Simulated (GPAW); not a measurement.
The system is Al.

```
Al
1.0
    -1.59122    1.59122    1.59122
     1.59122   -1.59122    1.59122
     1.59122    1.59122   -1.59122
Al
1
Direct
  0.00000 0.00000 0.00000
```

This isn't the form of Al at room conditions, which is fcc.

```yaml
Program: GPAW 26.7.0
Task: relaxation of cell and atoms
Functional: PBEsol
Potentials_or_basis: PAW data sets generated in the run's folder for this functional
Cutoff: 600 eV
Basis: pw
k_mesh: 12 × 12 × 12
Occupations: fermi-dirac, width 0.05 eV
Spin: no spin polarisation
```

At the start: pressure 2.4 GPa; volume 16.12 Å³/atom.

Q: How do energy, volume and symmetry change on relaxing?

A: Over 3 steps the energy falls by 3.9 meV/atom and the volume is 16.62 Å³/atom (+3.1 %); space group Im-3m (No. 229, to 0.05 Å).

Step by step:
| step | energy change (eV) | largest force (eV/Å) | pressure (GPa) | volume (Å³) |
| --- | --- | --- | --- | --- |
| 1 | 0.0000 | 0.0000 | 2.44 | 16.12 |
| 2 | -0.0022 | 0.0000 | 1.58 | 16.29 |
| 3 | -0.0039 | 0.0000 | 0.04 | 16.62 |

Final structure:
```
Al
1.0
    -1.60754    1.60754    1.60754
     1.60754   -1.60754    1.60754
     1.60754    1.60754   -1.60754
Al
1
Cartesian
  0.0000 0.0000 0.0000
```

Caveat: later steps reuse the first step's grids.
